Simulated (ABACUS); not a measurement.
Crystal: W.

```
W
1.0
    -1.58234    1.58234    1.58234
     1.58234   -1.58234    1.58234
     1.58234    1.58234   -1.58234
W
1
Direct
  0.00000 0.00000 0.00000
```

Base run:

```yaml
Program: ABACUS 3.10.1
Functional: RPBE
Potentials_or_basis: SSSP 1.3 efficiency PBE
Cutoff: 748 eV
Density_cutoff: 5987 eV
Basis: plane waves
k_mesh: 10 × 10 × 10
Occupations: fermi-dirac, width 0.05 eV
Spin: no spin polarisation
```

Its results: band gap on the k mesh none (metal or under the smearing width); pressure 9.7 GPa.

After a change of settings the same cell gave: band gap on the k mesh none (metal or under the smearing width); pressure 7.5 GPa. Which change was it?
A. functional from RPBE to WC; potentials or basis from SSSP 1.3 efficiency PBE to PseudoDojo NC SR 0.5 PBE stringent; cutoff from 748 eV to 1007 eV; density cutoff from 5987 eV to 4027 eV
B. functional from RPBE to BLYP; potentials or basis from SSSP 1.3 efficiency PBE to SPMS ONCV 1.0 PBE; cutoff from 748 eV to 1007 eV; density cutoff from 5987 eV to 4027 eV
C. functional from RPBE to B86bPBE; potentials or basis from SSSP 1.3 efficiency PBE to PseudoDojo NC SR 0.5 PBE standard; cutoff from 748 eV to 1007 eV; density cutoff from 5987 eV to 4027 eV
D. functional from RPBE to LDA-PW92; potentials or basis from SSSP 1.3 efficiency PBE to PseudoDojo NC SR 0.4.1 LDA stringent; cutoff from 748 eV to 1687 eV; density cutoff from 5987 eV to 6748 eV; valence electrons from 14 to 28

C.

Caveats: the potentials were made for another functional, which shifts forces and pressure.
